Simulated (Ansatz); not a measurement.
Crystal: CdSe (Cadmoselite).

```
Cd Se
1.0
     4.30000    0.00000    0.00000
    -2.15000    3.72391    0.00000
     0.00000    0.00000    7.02000
Cd Se
2 2
Direct
  0.66667 0.33333 0.50000
  0.33333 0.66667 0.00000
  0.66667 0.33333 0.88500
  0.33333 0.66667 0.38500
```

| Property | Result |
| --- | --- |
| Program | Ansatz 0.2.0 |
| Task | relaxation of cell and atoms |
| Functional | PBE |
| Dispersion | D4 |
| Potentials or basis | Ansatz PAW |
| Cutoff | 420 eV (not typed: the program's choice for these potentials) |
| k mesh | 7 × 7 × 4 |
| Occupations | fermi-dirac, width 0.05 eV |
| Spin | no spin polarisation |

At the start: volume 28.10 Å³/atom.

Question: Where does the relaxation end?

Answer: It ends after 5 steps and the volume is 28.58 Å³/atom (+1.7 %); space group P6_3mc (No. 186, to 0.05 Å).

The path:
| step | energy change (eV) | largest force (eV/Å) | volume (Å³) |
| --- | --- | --- | --- |
| 1 | 0.0000 | 0.2832 | 112.41 |
| 2 | -0.0236 | 0.0017 | 114.74 |
| 3 | -0.0245 | 0.0012 | 114.38 |
| 4 | -0.0246 | 0.0001 | 114.32 |
| 5 | -0.0250 | 0.0001 | 114.32 |

Final structure:
```
CELL_PARAMETERS angstrom
4.32272 0.00000 0.00000
-2.16136 3.74359 0.00000
0.00000 0.00000 7.06437
ATOMIC_POSITIONS crystal
Cd 0.66667 0.33333 0.50486
Cd 0.33333 0.66667 0.00486
Se 0.66667 0.33333 0.88014
Se 0.33333 0.66667 0.38014
```

Caveat: the plane-wave basis is chosen anew once the cell has moved, so the energies of steps on either side of that aren't comparable.
